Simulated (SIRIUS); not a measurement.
The system is Hf.

```
Hf
1.0
     3.19670    0.00000    0.00000
    -1.59835    2.76842    0.00000
     0.00000    0.00000    5.05780
Hf
2
Direct
  0.66667 0.33333 0.75000
  0.33333 0.66667 0.25000
```

| Quantity | Value |
| --- | --- |
| Program | SIRIUS 7.10.0 |
| Task | relaxation of cell and atoms |
| Functional | PBEsol |
| Potentials or basis | PseudoDojo 0.4.1 PBE standard (scalar relativistic) |
| Cutoff | 807 eV |
| Density cutoff | 3227 eV |
| k mesh | 5 × 5 × 3 |
| Occupations | fermi-dirac, width 0.05 eV |
| Spin | no spin polarisation |

At the start: pressure -3.8 GPa; volume 22.38 Å³/atom.

Q: Where does the relaxation end?

A: Over 5 steps the energy falls by 10.0 meV/atom and the volume is 21.63 Å³/atom (-3.3 %); space group P6_3/mmc (No. 194, to 0.05 Å).

The path:
```csv
step,energy change (eV),largest force (eV/Å),pressure (GPa),volume (Å³)
1,0.0000,0.0000,-3.77,44.76
2,-0.0102,0.0000,-2.58,44.26
3,-0.0191,0.0000,0.15,43.20
4,-0.0192,0.0000,0.09,43.22
5,-0.0200,0.0000,-0.05,43.26
```

Final structure:
```cif
data_structure
_symmetry_space_group_name_H-M 'P 1'
_symmetry_Int_Tables_number 1
_cell_length_a 3.1763
_cell_length_b 3.1763
_cell_length_c 4.9518
_cell_angle_alpha 90.000
_cell_angle_beta 90.000
_cell_angle_gamma 120.000
_cell_volume 43.26
loop_
_atom_site_label
_atom_site_type_symbol
_atom_site_fract_x
_atom_site_fract_y
_atom_site_fract_z
_atom_site_occupancy
Hf1 Hf 0.66667 0.33333 0.75000 1
Hf2 Hf 0.33333 0.66667 0.25000 1
```

Caveat: the k mesh is coarse (spacing up to 0.45 Å⁻¹), so the values aren't converged; the potentials were made for another functional, which shifts forces and pressure.
